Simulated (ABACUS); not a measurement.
# HgSe (F-43m) in ABACUS: reference runs

Reference runs on HgSe: the cell as given.

Everything below comes from runs of ABACUS 3.10.1. Logs are shortened: lines on timing, memory, paths and dates and some standing lists are left out, and cuts for length are marked.

### Step 1. The structure

It takes space group F-43m (No. 216, cubic). The conventional cell has a = 6.078 Å, b = 6.078 Å, c = 6.078 Å, α = 90.00°, β = 90.00°, γ = 90.00°. Around Hg (site symmetry -43m) lie 4 Se at 2.63 Å. Se (site symmetry -43m) is surrounded by 4 Hg at 2.63 Å.

### Step 2. Single point, PBEsol

File INPUT:

```
INPUT_PARAMETERS
suffix              HgSe
calculation         scf
basis_type          pw
pseudo_dir          ./
symmetry            1
dft_functional      pbesol
ecutwfc             87
pseudo_rcut         7
nspin               1
nbands              22
ks_solver           dav
smearing_method     fd
smearing_sigma      0.00367493
scf_thr             1e-08
scf_nmax            100
mixing_type         broyden
mixing_beta         0.7
cal_force           1
cal_stress          1
kpar                4
```

File STRU:

```
ATOMIC_SPECIES
Hg 200.5920 Hg.upf
Se 78.9710 Se.upf

LATTICE_CONSTANT
1.8897261246

LATTICE_VECTORS
0.0000000000 3.0390000000 3.0390000000
3.0390000000 0.0000000000 3.0390000000
3.0390000000 3.0390000000 0.0000000000

ATOMIC_POSITIONS
Direct

Hg
0.0
1
0.0000000000 0.0000000000 0.0000000000 1 1 1

Se
0.0
1
0.7500000000 0.7500000000 0.7500000000 1 1 1
```

File KPT:

```
K_POINTS
0
Gamma
8 8 8 0 0 0
```

Potentials or basis: PseudoDojo NC SR 0.4.1 PBEsol standard, plane waves.

On the command line:

```
$ OMP_NUM_THREADS=1 mpirun -np 4 abacus > log
```

running log:

```text
ABACUS v3.10.1

               Atomic-orbital Based Ab-initio Computation at UStc

 ------------------------------------------------------------------------------------

 READING GENERAL INFORMATION
                           global_out_dir = OUT.HgSe/
                           global_in_card = INPUT
                               pseudo_dir = ./
                              orbital_dir =
                                    DSIZE = 4
                                    GSIZE = 1

 READING UNITCELL INFORMATION
                                    ntype = 2
                  lattice constant (Bohr) = 1.88973
              lattice constant (Angstrom) = 1

 READING ATOM TYPE 1
                               atom label = Hg
                      L=0, number of zeta = 1
                      L=1, number of zeta = 1
                      L=2, number of zeta = 1
             number of atom for this type = 1

 READING ATOM TYPE 2
                               atom label = Se
                      L=0, number of zeta = 1
                      L=1, number of zeta = 1
                      L=2, number of zeta = 1
             number of atom for this type = 1

                        TOTAL ATOM NUMBER = 2
DIRECT COORDINATES
    atom                   x                   y                   z     mag                  vx                  vy                  vz
taud_Hg1            0.0000000000        0.0000000000        0.0000000000  0.0000        0.0000000000        0.0000000000        0.0000000000
taud_Se1            0.7500000000        0.7500000000        0.7500000000  0.0000        0.0000000000        0.0000000000        0.0000000000

                          Volume (Bohr^3) = 378.808
                             Volume (A^3) = 56.1334

 Lattice vectors: (Cartesian coordinate: in unit of a_0)
                   +0              +3.039              +3.039
               +3.039                  +0              +3.039
               +3.039              +3.039                  +0
 Reciprocal vectors: (Cartesian coordinate: in unit of 2 pi/a_0)
            -0.164528           +0.164528           +0.164528
            +0.164528           -0.164528           +0.164528
            +0.164528           +0.164528           -0.164528
 The esolver type has been set to : ksdft_pw

                PAO radial cut off (Bohr) = 7

 Read in pseudopotential file is Hg.upf
                     pseudopotential type = NC
          exchange-correlation functional = PBESOL
                 nonlocal core correction = 1
                        valence electrons = 20
                                     lmax = 3
                           number of zeta = 4
                     number of projectors = 7
                           L of projector = 0
                           L of projector = 0
                           L of projector = 1
                           L of projector = 1
                           L of projector = 2
                           L of projector = 2
                           L of projector = 3
                PAO radial cut off (Bohr) = 7

 Read in pseudopotential file is Se.upf
                     pseudopotential type = NC
          exchange-correlation functional = PBESOL
                 nonlocal core correction = 1
                        valence electrons = 16
                                     lmax = 2
                           number of zeta = 3
                     number of projectors = 6
                           L of projector = 0
                           L of projector = 0
                           L of projector = 1
                           L of projector = 1
                           L of projector = 2
                           L of projector = 2
     initial pseudo atomic orbital number = 19

 SETUP THE ELECTRONS NUMBER
            electron number of element Hg = 20
      total electron number of element Hg = 20
            electron number of element Se = 16
      total electron number of element Se = 16
            AUTOSET number of electrons:  = 36
                           occupied bands = 18
                                   NBANDS = 22
                                   NLOCAL = 18

%%%%%%%%%%%%%%%%%%%%%%%%%%%%%%%%%%%%%%%%%%%%%%%%%%%%%%%%%%%%%%%%%%%%%%%%%%%%%%%%%%%%%%%%%%%%%%%%%%%%%%%%%%
 Warning: the number of valence electrons in pseudopotential > 12 for Hg: [Xe] 4f14 5d10 6s2
 Warning: the number of valence electrons in pseudopotential > 6 for Se: [Ar] 3d10 4s2 4p4
 Pseudopotentials with additional electrons can yield (more) accurate outcomes, but may be less efficient.
 If you're confident that your chosen pseudopotential is appropriate, you can safely ignore this warning.
%%%%%%%%%%%%%%%%%%%%%%%%%%%%%%%%%%%%%%%%%%%%%%%%%%%%%%%%%%%%%%%%%%%%%%%%%%%%%%%%%%%%%%%%%%%%%%%%%%%%%%%%%%

 SETUP THE PLANE WAVE BASIS
 energy cutoff for charge/potential (unit:Ry) = 348
            fft grid for charge/potential = [ 50, 50, 50 ]
                        fft grid division = [ 1, 1, 1 ]
        big fft grid for charge/potential = [ 50, 50, 50 ]
                                     nbxx = 125000
                                     nrxx = 125000

 SETUP PLANE WAVES FOR CHARGE/POTENTIAL
                    number of plane waves = 41391
                         number of sticks = 1573

 PARALLEL PW FOR CHARGE/POTENTIAL
     PROC   COLUMNS(POT)             PW
        1           1573          41391
 --------------- sum -------------------
        1           1573          41391
                            number of |g| = 389
                                  max |g| = 31.4005
                                  min |g| = 0

----------- Double Check Mixing Parameters Begin ------------
mixing_type: broyden
mixing_beta: 0.7
mixing_gg0: 1
mixing_gg0_min: 0.1
mixing_ndim: 8
----------- Double Check Mixing Parameters End ------------

 LATTICE VECTORS: (CARTESIAN COORDINATE: IN UNIT OF A0)
                   +0              +3.039              +3.039
               +3.039                  +0              +3.039
               +3.039              +3.039                  +0
                       right hand lattice = 1
                                   NORM_A = 4.2978
                                   NORM_B = 4.2978
                                   NORM_C = 4.2978
                           ALPHA (DEGREE) = 60
                           BETA  (DEGREE) = 60
                           GAMMA (DEGREE) = 60

 The lattice vectors have been changed (STRU_SIMPLE.cif)

(for optimal symmetric configuration:)
                             BRAVAIS TYPE = 3
                     BRAVAIS LATTICE NAME = 03. Cubic F (face-centered)
                                    ibrav = 3
                                    IBRAV = 3
                                  BRAVAIS = FACE CENTERED CUBIC
                       LATTICE CONSTANT A = 6.078
Original cell was already a primitive cell.
                        ROTATION MATRICES = 48
              PURE POINT GROUP OPERATIONS = 24
                   SPACE GROUP OPERATIONS = 24
                                       C2 = 3
                                       C3 = 8
                                       C4 = 0
                                       C6 = 0
                                       S1 = 6
                                       S3 = 0
                                       S4 = 6
                                       S6 = 0
                              POINT GROUP = T_d
                                       C2 = 3
                                       C3 = 8
                                       C4 = 0
                                       C6 = 0
                                       S1 = 6
                                       S3 = 0
                                       S4 = 6
                                       S6 = 0
               POINT GROUP IN SPACE GROUP = T_d

 SETUP K-POINTS
                                    nspin = 1
                   Input type of k points = Monkhorst-Pack(Gamma)
                                   nkstot = 512
                       right hand lattice = 1
(for reciprocal lattice: )
                             BRAVAIS TYPE = 2
                     BRAVAIS LATTICE NAME = 02. Cubic I (body-centered)
                                    ibrav = 2
                       right hand lattice = 1
(for k-lattice: )
                             BRAVAIS TYPE = 2
                     BRAVAIS LATTICE NAME = 02. Cubic I (body-centered)
                                    ibrav = 2
                       right hand lattice = 1
                        ROTATION MATRICES = 48
                               nkstot_ibz = 29
K-POINTS REDUCTION ACCORDING TO SYMMETRY
     IBZ    DIRECT_X    DIRECT_Y    DIRECT_Z  WEIGHT  ibz2bz
       1  0.00000000  0.00000000  0.00000000  0.0020       0
       2  0.12500000  0.12500000  0.12500000  0.0156       1
       3  0.25000000  0.25000000  0.25000000  0.0156       2
       4  0.37500000  0.37500000  0.37500000  0.0156       3
       5  0.50000000  0.50000000  0.50000000  0.0078       4
       6  0.12500000  0.12500000  0.00000000  0.0117       9
[... 21 lines left out ...]
      28 -0.12500000  0.50000000  0.37500000  0.0234     101
      29  0.50000000  0.25000000 -0.25000000  0.0117     166

                               nkstot now = 29
[... K-POINTS DIRECT COORDINATES: 29 rows ...]

           k-point number in this process = 8
       minimum distributed K point number = 7
[... stars of the k points ...]

[... K-POINTS CARTESIAN COORDINATES: 8 rows ...]

[... K-POINTS DIRECT COORDINATES: 8 rows ...]

 SETUP PLANE WAVES FOR WAVE FUNCTIONS
     energy cutoff for wavefunc (unit:Ry) = 87
              fft grid for wave functions = [ 50, 50, 50 ]
                    number of plane waves = 5985
                         number of sticks = 433

 PARALLEL PW FOR WAVE FUNCTIONS
     PROC   COLUMNS(POT)             PW
        1            433           5985
 --------------- sum -------------------
        1            433           5985

 SETUP NONLOCAL PSEUDOPOTENTIALS IN PLANE WAVE BASIS
 Hg non-local projectors:
 projector 1 L=0
 projector 2 L=0
 projector 3 L=1
 projector 4 L=1
 projector 5 L=2
 projector 6 L=2
 projector 7 L=3
 Se non-local projectors:
 projector 1 L=0
 projector 2 L=0
 projector 3 L=1
 projector 4 L=1
 projector 5 L=2
 projector 6 L=2
      TOTAL NUMBER OF NONLOCAL PROJECTORS = 43

 Init Non-Local PseudoPotential table :
 Init Non-Local-Pseudopotential done.

                                     npwx = 5201

 Make real space PAO into reciprocal space.
       max mesh points in Pseudopotential = 701
     dq(describe PAO in reciprocal space) = 0.01
                                    max q = 1124

 number of pseudo atomic orbitals for Hg is 4
WARNING: norm of atomic wavefunction # 3 of atomic type Hg is 0.999987, renormalized
WARNING: norm of atomic wavefunction # 4 of atomic type Hg is 0.998956, renormalized

 number of pseudo atomic orbitals for Se is 3
WARNING: norm of atomic wavefunction # 2 of atomic type Se is 0.999994, renormalized
WARNING: norm of atomic wavefunction # 3 of atomic type Se is 0.999458, renormalized

 -------------------------------------------
 SELF-CONSISTENT
 -------------------------------------------
                                 init_chg = atomic

 PW ALGORITHM --------------- ION=   1  ELEC=   1--------------------------------

 Notice: Threshold on eigenvalues was too large.
 hsover_error=0.36 > DRHO=0.0669228
 Origin diag ethr = 0.01
 New diag ethr = 0.000185897

 Density error is 0.0686503425519
                          Error Threshold = 0.00018589672325
----------------------------------------------------------
     Energy           Rydberg                 eV
----------------------------------------------------------
 E_KohnSham     -575.3297183966      -7827.7623989298
 E_Harris       -576.9332015662      -7849.5789066823
 E_Fermi        0.6542275812         8.9012228934
----------------------------------------------------------
[... 63 lines left out ...]
 Density error is 1.62954493307e-09
                          Error Threshold = 5.72158435171e-11
----------------------------------------------------------
     Energy           Rydberg                 eV
----------------------------------------------------------
 E_KohnSham     -575.3531575193      -7828.0813045543
 E_KS(sigma->0) -575.3531355642      -7828.0810058397
 E_Harris       -575.3529398880      -7828.0783435282
 E_band         -63.7934409055       -867.9542913408
 E_one_elec     -342.5052489112      -4660.0229801002
 E_Hartree      176.5204266079       2401.6836152583
 E_xc           -102.8226246675      -1398.9735787940
 E_Ewald        -306.5456666383      -4170.7677634892
 E_entropy(-TS) -0.0000439102        -0.0005974292
 E_descf        0.0000000000         0.0000000000
 E_exx          0.0000000000         0.0000000000
 E_Fermi        0.6653595525         9.0526811327
----------------------------------------------------------

 charge density convergence is achieved
 final etot is -7828.0813046 eV
 EFERMI = 9.0526811327 eV

 STATE ENERGY(eV) AND OCCUPATIONS    NSPIN == 1
 1/8 kpoint (Cartesian) = 0.0000 0.0000 0.0000 (5065 pws)
       1       -105.736     0.00390625
       2       -54.0219     0.00390625
       3       -54.0219     0.00390625
       4       -54.0219     0.00390625
       5       -38.6034     0.00390625
       6       -38.6034     0.00390625
[... 14 lines left out ...]
      21        14.4270    8.15202e-50
[... 104 lines left out ...]
       6       -38.6034      0.0234375
[... 14 lines left out ...]
      21        14.9450    1.54717e-53
      22        14.9450    1.54717e-53

[... levels at 2 further k points ...]

------------------------------------------------------------------------------------------
 TOTAL-FORCE (eV/Angstrom)
------------------------------------------------------------------------------------------
                       Hg1         0.0000000000         0.0000000000         0.0000000000
                       Se1         0.0000000000         0.0000000000         0.0000000000
------------------------------------------------------------------------------------------

----------------------------------------------------------------
 TOTAL-STRESS (KBAR)
----------------------------------------------------------------
        14.2364220536         0.0000000000         0.0000000000
         0.0000000000        14.2364220536        -0.0000000000
         0.0000000000        -0.0000000000        14.2364220536
----------------------------------------------------------------
 TOTAL-PRESSURE: 14.236422 KBAR

 --------------------------------------------
 !FINAL_ETOT_IS -7828.0813045543327462 eV
 --------------------------------------------
```

It took 8.1 s on 4 MPI ranks of AMD EPYC 9R45 (Zen 5), shared host; peak memory 0.48 GiB.

Results:

```
Free energy            : -7828.0813 eV
Pressure               : 1.4 GPa
Band gap on the k mesh : none (metal or under the smearing width)
```

Levels at points of the mesh, in eV from the Fermi level:
```csv
k point,band 15,band 16,band 17,band 18,band 19,band 20,band 21
"(0.00, 0.00, 0.00)",-6.47,-1.09,-0.05,-0.05,-0.05,5.37,5.37
"(0.50, 0.50, 0.50)",-6.15,-5.63,-1.04,-1.04,0.98,6.14,6.14
"(0.50, 0.50, 0.00)",-6.11,-5.18,-2.39,-2.39,2.67,2.82,8.25
```
